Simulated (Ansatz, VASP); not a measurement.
# Two plane-wave programs on Au

INCAR

```
SYSTEM = Au
  PREC = Accurate
  ENCUT = 600
  EDIFF = 1E-6
  ISMEAR = 0
  SIGMA = 0.1
  LREAL = .False.
  LASPH = .True.
  NELM = 60
  ALGO = Normal
  ISIF = 3
  LWAVE = .False.
  LCHARG = .False.
  GGA = PS
  IBRION = 2
  NSW = 100
  EDIFFG = -0.005
```

Contents of KPOINTS:

```
regular mesh
0
Gamma
  18 18 18
  0 0 0
```

The input POSCAR:

```
Au
1.0
    0.0000000000      2.0439732164      2.0439732164
    2.0439732164      0.0000000000      2.0439732164
    2.0439732164      2.0439732164      0.0000000000
Au
1
Direct
    0.0000000000      0.0000000000      0.0000000000
```

Input for Ansatz:

```yaml
crystal:
  lattice:
    - [0.0, 2.0439732164, 2.0439732164]
    - [2.0439732164, 0.0, 2.0439732164]
    - [2.0439732164, 2.0439732164, 0.0]
  atoms:
    - { symbol: Au, position: [0.0, 0.0, 0.0] }
basis:
  ecutwfc: 420
kpoints:
  mp_grid: { grid: [18, 18, 18] }
hamiltonian:
  xc: pbesol
scf:
  occupations: { method: gaussian, width: 0.1 }
output:
  forces: true
  stress: true
  eigenvalues: true
  write_density: true
  write_potential: true
  elf: true
  volumetric_format: npy
relax:
  adjacent_minimum: "off"
  f_tol: 0.005
  max_steps: 80
  cell: { stress_tol: 0.05 }
```

Alike in both runs: task relaxation of cell and atoms; functional PBEsol; k mesh 18 × 18 × 18; occupations gaussian, width 0.1 eV; no spin polarisation.

|  | VASP | Ansatz |
| --- | --- | --- |
| version | VASP 6.6.1 | Ansatz 0.2.0 |
| potentials or method | VASP PAW PBE potentials, release 64 (Au) | scalar-relativistic, plane waves, PAW |
| plane-wave cutoff (eV) | 600 | 420 |
| valence electrons in the cell | 11 | 19 |

Ansatz gave:

| Item | Value |
| --- | --- |
| gap on the k mesh at the Fermi level, each at its own relaxed structure (eV) | none |
| relaxed volume (Å³/atom) | 17.03 |
| relaxed cell length with the largest relative difference (Å) | 2.888 |

What did VASP give for the same quantities?

gap on the k mesh at the Fermi level, each at its own relaxed structure (eV): none; relaxed volume (Å³/atom): 17.01; relaxed cell length with the largest relative difference (Å): 2.887.

A gap of «none» marks a metal or a gap that the smearing closes. The two sets of potentials don't hold the same shells in valence.

Caveats: the PAW data sets were made with another functional, which shifts forces and pressure a little (VASP). Spin-orbit coupling is left out, which matters for the levels of Au.
